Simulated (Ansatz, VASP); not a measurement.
# MgO: VASP beside Ansatz

The input INCAR:

```
SYSTEM = MgO
ALGO = Normal
EDIFF = 1E-6
ENCUT = 520
GGA = PE
ISIF = 2
ISMEAR = -1
LASPH = .True.
LCHARG = .False.
LREAL = .False.
LWAVE = .False.
NBANDS = 11
NELM = 60
PREC = Accurate
SIGMA = 0.05
```

File KPOINTS:

```
k-points
0
Gamma
  5 5 5
  0 0 0
```

Contents of POSCAR:

```
MgO
1.0
    0.0000000000      2.1040000000      2.1040000000
    2.1040000000      0.0000000000      2.1040000000
    2.1040000000      2.1040000000      0.0000000000
Mg O
1 1
Direct
    0.0000000000      0.0000000000      0.0000000000
    0.5000000000      0.5000000000      0.5000000000
```

Input for Ansatz:

```yaml
crystal:
  lattice:
    - [0.0, 2.104, 2.104]
    - [2.104, 0.0, 2.104]
    - [2.104, 2.104, 0.0]
  atoms:
    - { symbol: Mg, position: [0.0, 0.0, 0.0] }
    - { symbol: O, position: [0.5, 0.5, 0.5] }
hamiltonian:
  xc: pbe
  pseudopotentials: { kind: paw }
basis:
  ecutwfc: 420
kpoints:
  mp_grid: { grid: [5, 5, 5] }
scf:
  occupations: { method: fermi_dirac, width: 0.05 }
  lower_state_search: "off"
  max_iter: 70
output:
  forces: true
  stress: true
```

Alike in both runs: task single point; functional PBE; k mesh 5 × 5 × 5; occupations fermi-dirac, width 0.05 eV; no spin polarisation.

```csv
,VASP,Ansatz
version,VASP 6.6.1,Ansatz 0.2.0
potentials or method,"VASP PAW PBE potentials, release 64 (Mg, O)","PAW, plane waves, scalar-relativistic"
plane-wave cutoff (eV),520,420
valence electrons in the cell,8,16
```

|  | VASP | Ansatz | Ansatz less VASP |
| --- | --- | --- | --- |
| pressure (GPa) | 4.4 | 5.2 | +0.71 |

The two sets of potentials don't hold the same shells in valence.

Caveats: the k mesh is coarse (spacing up to 0.52 Å⁻¹), so the values aren't converged.
